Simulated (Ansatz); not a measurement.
**Energy ranking of SnTe₅ structures**

Method: DFT PBE, scalar-relativistic, plane waves, PAW in Ansatz 0.2.0. Settings: cutoff 420 eV, Γ-centred meshes spaced at most about 0.3 Å⁻¹, and about 0.25 Å⁻¹ or finer for metals (2π included), Gaussian smearing. No spin polarisation.

The zero of energy is the elements' standard structures at the same level; no fitted shifts are applied. The references include grey tin.

Temperature and zero-point effects are left out. Larger cells and other orderings weren't all tried, so the list isn't exhaustive. These runs have no spin–orbit coupling, which can matter for Te. The reference form of Te is held partly by dispersion forces, which this level lacks.

Invented guesses were relaxed alike, and ends that match in structure were merged. ΔE counts from the first row. Coordination counts Te atoms around Sn (those within 1.25 times the shortest such distance or 1.15 times the sum of covalent radii; a plus sign parts nearer from farther groups; the shortest distance is added where it is long for a bond). The ends were matched against large subsets of the Crystallography Open Database and the Materials Project, so a missing match doesn't prove that a structure is unreported.

```json
{"#": "1", "reached from": "Mg5Zn type (R32)", "type and space group": "R32 (No. 155)", "atoms": "6", "Å³/atom": "32.4", "coordination": "Sn 6", "ΔE (meV/atom)": "0", "gap on mesh (eV)": "0.00", "in databases": "no match"}
{"#": "2", "reached from": "MgSn5 type (P-62m)", "type and space group": "P-62m (No. 189)", "atoms": "6", "Å³/atom": "31.5", "coordination": "Sn 6", "ΔE (meV/atom)": "25", "gap on mesh (eV)": "0.00", "in databases": "no match"}
{"#": "3", "reached from": "Hf5Pb type (P4/mmm)", "type and space group": "P4/mmm (No. 123)", "atoms": "6", "Å³/atom": "28.8", "coordination": "Sn 8+2 from 3.3 Å", "ΔE (meV/atom)": "113", "gap on mesh (eV)": "0.00", "in databases": "no match"}
{"#": "4", "reached from": "ErCu5 type (F-43m)", "type and space group": "F-43m (No. 216)", "atoms": "6", "Å³/atom": "30.6", "coordination": "Sn 16 from 3.7 Å", "ΔE (meV/atom)": "338", "gap on mesh (eV)": "0.00", "in databases": "no match"}
```

The lowest: Space group R32 (No. 155), trigonal, a = 7.245 Å, c = 12.844 Å. Sn is surrounded by 6 Te at 3.19 Å; Te on a site of symmetry 2 is surrounded by 2 Te at 3.13 Å, 2 Sn at 3.19 Å and 2 Te at 3.36 Å; Te on a site of symmetry 3 is surrounded by 3 Te at 3.13 Å and 3 Te at 3.36 Å. Its energy over the elements is +0.09 eV/atom. It can't be a ground state, since the elements alone are lower. An observed structure of this formula, if there is one, may be missing.

```cif
data_structure
_symmetry_space_group_name_H-M 'R32:H'
_symmetry_Int_Tables_number 155
_cell_length_a 7.2450
_cell_length_b 7.2450
_cell_length_c 12.8439
_cell_angle_alpha 90.000
_cell_angle_beta 90.000
_cell_angle_gamma 120.000
_cell_volume 583.85
loop_
_atom_site_label
_atom_site_type_symbol
_atom_site_symmetry_multiplicity
_atom_site_Wyckoff_symbol
_atom_site_fract_x
_atom_site_fract_y
_atom_site_fract_z
_atom_site_occupancy
Sn1 Sn 3 b 0.33333 0.66667 0.16667 1
Te1 Te 9 d 0.34699 0.34699 0.00000 1
Te2 Te 6 c 0.33333 0.66667 0.49281 1
```

The second: Space group P-62m (No. 189), hexagonal, a = 7.056 Å, c = 4.382 Å. Sn is surrounded by 6 Te at 3.22 Å; around Te on a site of symmetry m2m lie 4 Te at 3.21 Å and 2 Sn at 3.22 Å; Te on a site of symmetry -6 is surrounded by 6 Te at 3.21 Å. Counting Te atoms around Sn, the first and the second both have Sn 6. Cells relaxed within their symmetry can be saddle points. Some structure types and database cells were kept out of the candidates from the start, so a known form may be missing.
